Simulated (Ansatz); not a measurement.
# GaP (F-43m) in Ansatz: a series of runs

One crystal, GaP, is run at these levels: PBEsol; tasks: band structure.

All numbers are computed with Ansatz 0.2.0; they aren't measurements. Logs are shortened: lines on timing, memory, paths and dates and some standing lists are left out, and cuts for length are marked.

**Measured values to compare with.**

From “Stacking defects in GaP nanowires: Electronic structure and optical properties”, 2018, arxiv:1810.01194, for a bulk crystal of GaP at 10 K: band gap 2.34 eV (indirect).

The results are compared with them further down.

## (1) The crystal as given

The structure is cubic, space group F-43m (No. 216). The conventional cell has a = 5.451 Å, b = 5.451 Å, c = 5.451 Å, α = 90.00°, β = 90.00°, γ = 90.00°. Ga (site symmetry -43m) is surrounded by 4 P at 2.36 Å. P (site symmetry -43m) has 4 Ga at 2.36 Å as nearest neighbours.

## (2) Band structure, PBEsol

Contents of input.yaml:

```yaml
crystal:
  lattice:
    - [0.0, 2.72525, 2.72525]
    - [2.72525, 0.0, 2.72525]
    - [2.72525, 2.72525, 0.0]
  atoms:
    - { symbol: Ga, position: [0.0, 0.0, 0.0] }
    - { symbol: P, position: [0.75, 0.75, 0.75] }
kpoints:
  mp_grid: { grid: [8, 8, 8] }
  band_path:
    path:
      - [0.0, 0.0, 0.0]
      - [0.5, 0.0, 0.5]
      - [0.5, 0.25, 0.75]
      - [0.375, 0.375, 0.75]
      - [0.0, 0.0, 0.0]
      - [0.5, 0.5, 0.5]
      - [0.625, 0.25, 0.625]
      - [0.5, 0.25, 0.75]
    npoints: 8
scf:
  occupations: { method: fermi_dirac, width: 0.05 }
hamiltonian:
  xc: pbesol
  pseudopotentials: { kind: all_electron, lapw: { basis_error: 0.001 } }
output:
  forces: true
  stress: true
  eigenvalues: true
```

Potentials or basis: all-electron LAPW, scalar-relativistic.

Command:

```bash
ansatz run input.yaml --threads 1 --pin off --max-ram 3072MiB --backend cpu --events-out ev --progress --plain --runs-dir out
```

Standard output:

```text
Warning: RAYON_NUM_THREADS=1 ignored (pool sized by the plan → 1); use --threads N
LAPW: plane waves up to 8.544 Å⁻¹, error target 1.0e-3 eV per atom; small_component_spin mean_spin; P in spheres of 1.060 Å, 13 of its electrons in bands, Dirac shells []; Ga in spheres of 1.300 Å, 21 of its electrons in bands, Dirac shells [] (how accurate: hamiltonian.pseudopotentials.lapw.basis_error, Limitations)
Engine: ansatz 0.2.0, aarch64-unknown-linux-gnu
Pseudopotentials: kind: all_electron
Pseudopotential: Ga, LAPW, valence charge 21, lapw/all_electron/scalar/gaussian/Ga, Koelling and Harmon's equation, gaussian nucleus
Pseudopotential: P, LAPW, valence charge 13, lapw/all_electron/scalar/gaussian/P, Koelling and Harmon's equation, gaussian nucleus
Functional definition: PBEsol
  exchange = pbesol_x
  correlation = pbesol_c
Crystal: 2 atoms, lattice volume = 40.481 Å³
Basis set: ecut = 278.1101640624695 eV, 411 PW (Γ), exchange–correlation at level 2
Bands: 21, of which v1, the nominal top of the filled ones, is band 17 counted from 1 (16 counted from 0)
Symmetry: 24 space group operations
Space group: F-43m (ITA 216), of the structure as read, at distance tolerance 3.4e-5 Å
k-points: 29 of 512 (time reversal used)
Non-local potential: Ga, projectors of the file, none
Non-local potential: P, projectors of the file, none
Initial density: superposition of atomic densities (chi_scale 0.1, normalization cell, long waves kept (reshape's long-wave potential 0.00 eV rms))
Initial wavefunctions: plane waves of lowest kinetic energy (no species holds an atomic orbital)
Functional: x = pbesol(κ = 0.804, μ = 0.12345679012345678), c = pbesol(β = 0.046)
iter 1 solved again at ethr=2.23e-3 eV; its pass at ethr=1.00e-1 eV (dr2=7.59e-1 eV) is discarded
SCF iter   1: F=—  HF=-62154.489206 eV  |F-HF|=—  |Δ(HF+E_count)|=         —  Δρ=3.76e-2  dr2=7.61e-1  ethr=2.23e-3  ⟨swp⟩=2.0  Hψ=4144  notcnv=0
preconditioner: auto → none  [insulator: Δε(μ)=1.963 eV  Ē_g=14.962 eV  σ=0.050 eV  W_gap=1.00  n_scr=14 (ndim 8)  ℏωp=24.8 eV  f_vac=0.017  D(μ)=0.00/eV (n_scr^D=0)  ε∞_Penn≈3.7]
iter 2 solved again at ethr=2.16e-4 eV; its pass at ethr=2.23e-3 eV (dr2=7.36e-2 eV) is discarded
SCF iter   2: F=—  HF=-62154.241920 eV  |F-HF|=—  |Δ(HF+E_count)|=   2.47e-1  Δρ=1.48e-2  dr2=7.35e-2  ethr=2.16e-4  ⟨swp⟩=2.0  Hψ=3138  notcnv=0
SCF iter   3: F=—  HF=-62154.213763 eV  |F-HF|=—  |Δ(HF+E_count)|=   2.82e-2  Δρ=6.67e-3  dr2=1.36e-2  ethr=2.16e-4  ⟨swp⟩=2.0  Hψ=1782  notcnv=0
SCF iter   4: F=—  HF=-62154.208384 eV  |F-HF|=—  |Δ(HF+E_count)|=         —  Δρ=2.12e-3  dr2=1.72e-3  ethr=4.00e-5  ⟨swp⟩=2.0  Hψ=1666  notcnv=0
the basis was enlarged: its passes take 187.5 KiB over the memory plan, 1 of 1 planned eigensolver slots
SCF iter   5: F=—  HF=-62154.207566 eV  |F-HF|=—  |Δ(HF+E_count)|=   8.18e-4  Δρ=3.18e-4  dr2=2.85e-5  ethr=5.06e-6  ⟨swp⟩=2.0  Hψ=1666  notcnv=0
SCF iter   6: F=—  HF=-62154.207578 eV  |F-HF|=—  |Δ(HF+E_count)|=   1.17e-5  Δρ=3.99e-5  dr2=4.17e-7  ethr=8.37e-8  ⟨swp⟩=3.0  Hψ=1754  notcnv=0
SCF iter   7: F=-62154.207578 eV  HF=-62154.207578 eV  |F-HF|=2.42e-9  |Δ(HF+E_count)|=   6.10e-7  Δρ=3.19e-6  dr2=5.82e-9  ethr=1.23e-9  ⟨swp⟩=3.0  Hψ=1764  notcnv=0
SCF 1 converged in 7 iterations: F = -62154.207578 eV  dr2 = 5.82e-9
NSCF: frozen V_eff on 57 k-points
SCF converged after 7 iterations
Free energy (F): -62154.207578 eV
Harris-Foulkes:  -62154.207578 eV  (|F-HF|=2.42e-9)
Internal energy: -62154.207578 eV  (E = F + TS)
E sigma→0 (E₀):  -62154.207578 eV
Fermi energy:    9.172583 eV
--- Per-component energies (eV) ---
  E_band       = -1791.934516
  E_kinetic    = 63218.706533
  E_xc         = -2634.844186
  E_electrostatic = -122738.069926  (all electrons and nuclei)
  E_smearing   = -0.000000  (= −TS)
  E_closure    = 0.000000  (closes the sum)
  E_atoms      = -62144.310062  (free atoms, spherical and without spin; not in F)
  Σ components = -62154.207578   (vs F -62154.207578, Δ=0.00e0)
  Basis errors (estimates in eV, not in F): energy 4.5e-4 per atom: plane waves 4.1e-4 (2.4e-4 summed), levels above the bands 3.4e-62, relativity 1.4e-8, radial functions 4.6e-5, core shells 4.6e-11; eigenvalues (radial functions only) 9.0e-7; not estimated: angular momenta, meshes, grids; target (lapw.basis_error) 1.0e-3; muffin-tin radii P 1.060 Å, Ga 1.300 Å
--- Forces (eV/Å), atoms counted from 1 ---
  atom   1  Ga     0.00000000    -0.00000000    -0.00000000
  atom   2  P     -0.00000000     0.00000000     0.00000000
  max |Σ_I F_I| component: 1.27e-17 eV/Å
--- Stress (GPa, compression-positive) ---
       -0.567222       0.000000      -0.000000
        0.000000      -0.567222       0.000000
       -0.000000       0.000000      -0.567222
  P = ⅓ Tr σ = -0.5672 GPa (-5.672 kbar)
--- Band table (eV; the first three rows and the last of 29) ---
  k-point 0: bands = ["-158.9493", "-134.5447", "-109.6856", "-109.6856", "-109.6856", "-85.4467", "-85.4467", "-85.4467", "-6.1016", "-6.1016", "-6.1016", "-6.0018", "-6.0018", "-4.0782", "8.4420", "8.4420", "8.4420", "10.1882", "12.2637", "12.2637", "12.2637"]
  k-point 1: bands = ["-158.9493", "-134.5447", "-109.6857", "-109.6856", "-109.6856", "-85.4468", "-85.4467", "-85.4467", "-6.1155", "-6.0969", "-6.0969", "-6.0018", "-6.0018", "-3.8746", "6.7901", "8.2089", "8.2089", "10.8232", "12.6163", "12.6163", "12.8314"]
  k-point 2: bands = ["-158.9493", "-134.5447", "-109.6857", "-109.6857", "-109.6857", "-85.4468", "-85.4467", "-85.4467", "-6.1460", "-6.0868", "-6.0868", "-6.0005", "-6.0005", "-3.2971", "4.5305", "7.7719", "7.7719", "10.5165", "13.1210", "13.1210", "14.6942"]
  k-point 28: bands = ["-158.9493", "-134.5447", "-109.6856", "-109.6856", "-109.6856", "-85.4468", "-85.4468", "-85.4468", "-6.2004", "-6.0630", "-6.0415", "-6.0173", "-5.9930", "-0.9849", "1.8507", "4.8161", "4.9674", "13.0392", "13.2698", "14.4550", "14.4660"]
```

It took 16 s on 1 thread of Arm Neoverse V1, shared host; peak memory 0.26 GiB.

Results:

```
Free energy             : -62154.2076 eV
Pressure                : -0.6 GPa
Band gap on the k mesh  : 1.52 eV, indirect (least direct gap 1.75 eV)
Band gap along the path : 1.47 eV, indirect (least direct gap 1.75 eV)
```

Levels at the corners of the path, in eV from the valence-band top:
```tsv
point	band 14	band 15	band 16	band 17	band 18	band 19	band 20	band 21
Γ	-12.52	0.00	0.00	0.00	1.75	3.82	3.82	3.82
X	-9.52	-6.80	-2.71	-2.71	1.52	1.72	10.53	10.53
W	-9.43	-6.59	-3.63	-3.47	4.60	4.83	6.01	6.02
K	-9.56	-6.59	-3.99	-2.28	2.07	4.72	8.16	8.18
Γ	-12.52	0.00	0.00	0.00	1.75	3.82	3.82	3.82
L	-10.43	-6.69	-1.13	-1.13	1.58	4.64	4.64	8.09
U	-9.56	-6.59	-3.99	-2.28	2.07	4.72	8.16	8.18
W	-9.43	-6.59	-3.63	-3.47	4.60	4.83	6.01	6.02
```

## (3) Band structure, PBEsol

input.yaml, as its differences from that of step 2:

```diff
@@ -25,3 +25,6 @@
   xc: pbesol
-  pseudopotentials: { kind: all_electron, lapw: { basis_error: 0.001 } }
+  pseudopotentials:
+    kind: all_electron
+    lapw: { basis_error: 0.001 }
+    relativity: none
 output:
```

Potentials or basis: all-electron LAPW, non-relativistic.

Command:

```bash
ansatz run input.yaml --threads 1 --pin off --max-ram 3072MiB --backend cpu --events-out ev --progress --plain --runs-dir out
```

Standard output:

```text
Warning: RAYON_NUM_THREADS=1 ignored (pool sized by the plan → 1); use --threads N
LAPW: plane waves up to 8.542 Å⁻¹, error target 1.0e-3 eV per atom; P in spheres of 1.061 Å, 13 of its electrons in bands, Dirac shells []; Ga in spheres of 1.300 Å, 21 of its electrons in bands, Dirac shells [] (how accurate: hamiltonian.pseudopotentials.lapw.basis_error, Limitations)
[... 2 set-up lines as earlier in the session ...]
Pseudopotential: Ga, LAPW, valence charge 21, lapw/all_electron/none/Ga, Schrödinger's equation, point nucleus
Pseudopotential: P, LAPW, valence charge 13, lapw/all_electron/none/P, Schrödinger's equation, point nucleus
[... 3 set-up lines as earlier in the session ...]
Crystal: 2 atoms, lattice volume = 40.481 Å³
Basis set: ecut = 278.01487961604573 eV, 411 PW (Γ), exchange–correlation at level 2
Bands: 21, of which v1, the nominal top of the filled ones, is band 17 counted from 1 (16 counted from 0)
[... 2 set-up lines as earlier in the session ...]
k-points: 29 of 512 (time reversal used)
[... 3 set-up lines as earlier in the session ...]
[... 14 lines left out ...]
NSCF: frozen V_eff on 57 k-points
SCF converged after 7 iterations
Free energy (F): -61605.332626 eV
Harris-Foulkes:  -61605.332626 eV  (|F-HF|=2.53e-9)
Internal energy: -61605.332625 eV  (E = F + TS)
E sigma→0 (E₀):  -61605.332626 eV
Fermi energy:    9.219523 eV
--- Per-component energies (eV) ---
  E_band       = -1776.395816
  E_kinetic    = 61549.858529
  E_xc         = -2611.209682
  E_electrostatic = -120543.981472  (all electrons and nuclei)
  E_smearing   = -0.000000  (= −TS)
  E_closure    = 0.000000  (closes the sum)
  E_atoms      = -61595.264020  (free atoms, spherical and without spin; not in F)
  Σ components = -61605.332626   (vs F -61605.332626, Δ=0.00e0)
  Basis errors (estimates in eV, not in F): energy 4.4e-4 per atom: plane waves 4.1e-4 (2.4e-4 summed), levels above the bands 1.5e-62, relativity 0.0e0, radial functions 3.2e-5, core shells 4.1e-11; eigenvalues (radial functions only) 9.2e-7; not estimated: angular momenta, meshes, grids; target (lapw.basis_error) 1.0e-3; muffin-tin radii P 1.061 Å, Ga 1.300 Å
--- Forces (eV/Å), atoms counted from 1 ---
  atom   1  Ga     0.00000000    -0.00000000    -0.00000000
  atom   2  P     -0.00000000     0.00000000     0.00000000
  max |Σ_I F_I| component: 2.28e-17 eV/Å
--- Stress (GPa, compression-positive) ---
        0.243483       0.000000       0.000000
        0.000000       0.243483       0.000000
        0.000000       0.000000       0.243483
  P = ⅓ Tr σ = 0.2435 GPa (2.435 kbar)
--- Band table (eV; the first three rows and the last of 29) ---
  k-point 0: bands = ["-157.9067", "-129.6499", "-109.5852", "-109.5852", "-109.5852", "-84.2456", "-84.2456", "-84.2456", "-6.5994", "-6.5994", "-6.5994", "-6.5067", "-6.5067", "-3.9108", "8.4745", "8.4745", "8.4745", "10.5360", "12.3236", "12.3236", "12.3236"]
  k-point 1: bands = ["-157.9067", "-129.6499", "-109.5852", "-109.5852", "-109.5852", "-84.2456", "-84.2456", "-84.2456", "-6.6091", "-6.5951", "-6.5951", "-6.5068", "-6.5068", "-3.7121", "6.8974", "8.2441", "8.2441", "11.0842", "12.6745", "12.6745", "12.9292"]
  k-point 2: bands = ["-157.9067", "-129.6499", "-109.5852", "-109.5852", "-109.5852", "-84.2456", "-84.2456", "-84.2456", "-6.6314", "-6.5858", "-6.5858", "-6.5056", "-6.5056", "-3.1454", "4.6606", "7.8118", "7.8118", "10.7546", "13.1711", "13.1711", "14.8078"]
  k-point 28: bands = ["-157.9067", "-129.6499", "-109.5852", "-109.5852", "-109.5852", "-84.2456", "-84.2456", "-84.2456", "-6.6766", "-6.5645", "-6.5437", "-6.5210", "-6.4984", "-0.8848", "2.1090", "4.8535", "5.0116", "13.0439", "13.4807", "14.4993", "14.5228"]
```

Run time: 16 s. Hardware: 1 thread of Arm Neoverse V1, shared host; peak memory 0.25 GiB.

What came out:

```yaml
Free_energy: -61605.3326 eV
Pressure: 0.2 GPa
Band_gap_on_the_k_mesh: 1.51 eV, indirect (least direct gap 2.06 eV)
Band_gap_along_the_path: 1.50 eV, indirect (least direct gap 2.06 eV)
```

Levels at the corners of the path, in eV from the valence-band top:
| point | band 14 | band 15 | band 16 | band 17 | band 18 | band 19 | band 20 | band 21 |
| --- | --- | --- | --- | --- | --- | --- | --- | --- |
| Γ | -12.39 | 0.00 | 0.00 | 0.00 | 2.06 | 3.85 | 3.85 | 3.85 |
| X | -9.45 | -6.60 | -2.69 | -2.69 | 1.51 | 1.83 | 10.58 | 10.58 |
| W | -9.36 | -6.37 | -3.62 | -3.46 | 4.57 | 5.01 | 6.02 | 6.05 |
| K | -9.48 | -6.38 | -3.99 | -2.26 | 2.13 | 4.78 | 8.20 | 8.23 |
| Γ | -12.39 | 0.00 | 0.00 | 0.00 | 2.06 | 3.85 | 3.85 | 3.85 |
| L | -10.33 | -6.57 | -1.12 | -1.12 | 1.80 | 4.64 | 4.64 | 8.07 |
| U | -9.48 | -6.38 | -3.99 | -2.26 | 2.13 | 4.78 | 8.20 | 8.23 |
| W | -9.36 | -6.37 | -3.62 | -3.46 | 4.57 | 5.01 | 6.02 | 6.05 |

Caveat: relativity is left out, which matters for the heavier elements.

## (4) Band structure, PBEsol

input.yaml, as its differences from that of step 3:

```diff
@@ -25,6 +25,3 @@
   xc: pbesol
-  pseudopotentials:
-    kind: all_electron
-    lapw: { basis_error: 0.001 }
-    relativity: none
+  pseudopotentials: { kind: all_electron, datasets: crystal }
 output:
@@ -33 +30,3 @@
   eigenvalues: true
+  elf: true
+  volumetric_format: npy
```

Potentials or basis: all-electron PAW datasets made for the crystal.

Command:

```bash
ansatz run input.yaml --threads 1 --pin off --max-ram 3072MiB --backend cpu --events-out ev --progress --plain --runs-dir out
```

It took 11 s on 1 thread of Arm Neoverse V1, shared host; peak memory 0.38 GiB.

The run converged. Its results:

| Item | Value |
| --- | --- |
| Free energy | -62154.2084 eV |
| Pressure | -0.6 GPa |
| Band gap on the k mesh | 1.52 eV, indirect (least direct gap 1.75 eV) |
| Band gap along the path | 1.47 eV, indirect (least direct gap 1.75 eV) |

Levels at the corners of the path, in eV from the valence-band top:
```
point  band 6  band 7  band 8  band 9  band 10  band 11  band 12  band 13
    Γ  -12.52    0.00    0.00    0.00     1.75     3.82     3.82     3.82
    X   -9.52   -6.80   -2.71   -2.71     1.52     1.72    10.53    10.53
    W   -9.43   -6.59   -3.63   -3.47     4.60     4.83     6.01     6.02
    K   -9.56   -6.59   -3.99   -2.28     2.07     4.72     8.16     8.18
    Γ  -12.52    0.00    0.00    0.00     1.75     3.82     3.82     3.82
    L  -10.43   -6.69   -1.13   -1.13     1.58     4.64     4.64     8.09
    U   -9.56   -6.59   -3.99   -2.28     2.07     4.72     8.16     8.18
    W   -9.43   -6.59   -3.63   -3.47     4.60     4.83     6.01     6.02
```

## (5) Band structure, PBEsol

input.yaml, as its differences from that of step 4:

```diff
@@ -25,3 +25,6 @@
   xc: pbesol
-  pseudopotentials: { kind: all_electron, datasets: crystal }
+  pseudopotentials:
+    kind: all_electron
+    lapw: { basis_error: 0.001 }
+    dirac_shells: { Ga: ["3p"], P: ["2p"] }
 output:
@@ -30,3 +33 @@
   eigenvalues: true
-  elf: true
-  volumetric_format: npy
```

Potentials or basis: all-electron LAPW, inner shells corrected to Dirac's equation.

Command:

```bash
ansatz run input.yaml --threads 1 --pin off --max-ram 3072MiB --backend cpu --events-out ev --progress --plain --runs-dir out
```

Wall time 16 s (1 thread of Arm Neoverse V1, shared host); peak memory 0.26 GiB.

It converged, with:

| Item | Value |
| --- | --- |
| Free energy | -62156.4152 eV |
| Pressure | -0.6 GPa |
| Band gap on the k mesh | 1.52 eV, indirect (least direct gap 1.75 eV) |
| Band gap along the path | 1.47 eV, indirect (least direct gap 1.75 eV) |

Levels at the corners of the path, in eV from the valence-band top:
```tsv
point	band 13	band 14	band 15	band 16	band 17	band 18	band 19	band 20	band 21
Γ	-14.44	-12.52	0.00	0.00	0.00	1.75	3.82	3.82	3.82
X	-14.42	-9.52	-6.80	-2.71	-2.71	1.52	1.72	10.53	10.53
W	-14.43	-9.43	-6.59	-3.63	-3.47	4.60	4.83	6.01	6.02
K	-14.43	-9.56	-6.59	-3.99	-2.28	2.07	4.72	8.16	8.18
Γ	-14.44	-12.52	0.00	0.00	0.00	1.75	3.82	3.82	3.82
L	-14.43	-10.43	-6.69	-1.13	-1.13	1.58	4.64	4.64	8.09
U	-14.43	-9.56	-6.59	-3.99	-2.28	2.07	4.72	8.16	8.18
W	-14.43	-9.43	-6.59	-3.63	-3.47	4.60	4.83	6.01	6.02
```

## (6) Overview

```tsv
potentials or basis	cutoff (eV)	basis error allowed	gap on the mesh (eV)	pressure (GPa)
all-electron LAPW, scalar-relativistic	278	0.001 eV/atom	1.52	-0.6
all-electron LAPW, non-relativistic	278	0.001 eV/atom	1.51	0.2
all-electron PAW datasets made for the crystal	240	-	1.52	-0.6
all-electron LAPW, inner shells corrected to Dirac's equation	278	0.001 eV/atom	1.52	-0.6
```

Alike in all rows: task band structure; level PBEsol; no spin polarisation; cell as given; k mesh 8 × 8 × 8; smearing fermi-dirac 0.05 eV.

Caveats: relativity is left out, which matters for the heavier elements (some runs).

Compare energies only between runs with the same functional and basis.

## (7) Comparison with measurements

Step 2. Against the measured gap of GaP, 2.34 eV (indirect; 10 K; quoted in “Stacking defects in GaP nanowires: Electronic structure and optical properties”, 2018, arxiv:1810.01194), the calculated 1.47 eV is off by -0.87 eV. Spin-orbit coupling on Ga is left out. The value is that of PBEsol, without temperature or zero-point motion. Semilocal functionals fall short of measured gaps as a rule.

Step 3. Against the measured gap of GaP, 2.34 eV (indirect; 10 K; quoted in “Stacking defects in GaP nanowires: Electronic structure and optical properties”, 2018, arxiv:1810.01194), the calculated 1.50 eV is off by -0.84 eV. Spin-orbit coupling on Ga is left out. The value is that of PBEsol, without temperature or zero-point motion. Semilocal functionals fall short of measured gaps as a rule.

Step 4. A measured gap of GaP is 2.34 eV (indirect; 10 K; quoted in “Stacking defects in GaP nanowires: Electronic structure and optical properties”, 2018, arxiv:1810.01194); the calculated 1.47 eV misses it by -0.87 eV. Spin-orbit coupling on Ga is left out. The value is that of PBEsol, without temperature or zero-point motion. Semilocal functionals fall short of measured gaps as a rule.

Step 5. Against the measured gap of GaP, 2.34 eV (indirect; 10 K; quoted in “Stacking defects in GaP nanowires: Electronic structure and optical properties”, 2018, arxiv:1810.01194), the calculated 1.47 eV is off by -0.87 eV. Spin-orbit coupling on Ga is left out. The value is that of PBEsol, without temperature or zero-point motion. Semilocal functionals fall short of measured gaps as a rule.
